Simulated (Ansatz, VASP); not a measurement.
This is a calculation of Os for Ansatz 0.2.0.

input.yaml

```yaml
crystal:
  lattice:
    - [2.7341, 0.0, 0.0]
    - [-1.36705, 2.3678000565, 0.0]
    - [0.0, 0.0, 4.3197]
  atoms:
    - { symbol: Os, position: [0.6666666667, 0.3333333333, 0.75] }
    - { symbol: Os, position: [0.3333333333, 0.6666666667, 0.25] }
hamiltonian:
  xc: pbe
  pseudopotentials: { kind: paw }
kpoints:
  mp_grid: { grid: [11, 11, 6] }
scf:
  occupations: { method: gaussian, width: 0.011 }
output:
  forces: true
  stress: true
  eigenvalues: true
```

Potentials or basis: Ansatz PAW.

The run is started by

```bash
$ ansatz run input.yaml --threads 2 --pin off --max-ram 5632MiB --backend cpu --events-out ev --progress --plain --runs-dir out
```

Q: Set up the same calculation for VASP 6.6.1. Potentials there: VASP PAW PBE potentials, release 64 (Os).

A: As run (the cutoff follows the program's own potentials):

INCAR

```
SYSTEM = Os
PREC = Accurate
ENCUT = 520
EDIFF = 1E-6
ISMEAR = 0
SIGMA = 0.011
LREAL = .False.
LASPH = .True.
NELM = 60
ALGO = Normal
ISIF = 2
LWAVE = .False.
LCHARG = .False.
GGA = PE
NBANDS = 15
```

The input KPOINTS:

```
Automatic mesh
0
Gamma
  11 11 6
  0 0 0
```

Contents of POSCAR:

```
Os
1.0
    2.7341000000      0.0000000000      0.0000000000
   -1.3670500000      2.3678000565      0.0000000000
    0.0000000000      0.0000000000      4.3197000000
Os
2
Direct
    0.6666666667      0.3333333333      0.7500000000
    0.3333333333      0.6666666667      0.2500000000
```

Potentials or basis: VASP PAW PBE potentials, release 64 (Os).

Command:

```sh
$ cat potpaw_PBE.64/Os/POTCAR > POTCAR
$ mpirun -np 1 vasp_std > vasp.out
```

Both were run:

|  | VASP | Ansatz | Ansatz less VASP |
| --- | --- | --- | --- |
| gap on the k mesh at the Fermi level (eV) | none | none | - |
| pressure (GPa) | 8.8 | 8.8 | -0.03 |
| largest component of the traceless stress (GPa) | 0.19 | 0.20 | +0.016 |

A gap of «none» marks a metal or a gap that the smearing closes. The two sets of potentials don't hold the same shells in valence.

Spin-orbit coupling is left out, which matters for the levels of Os.
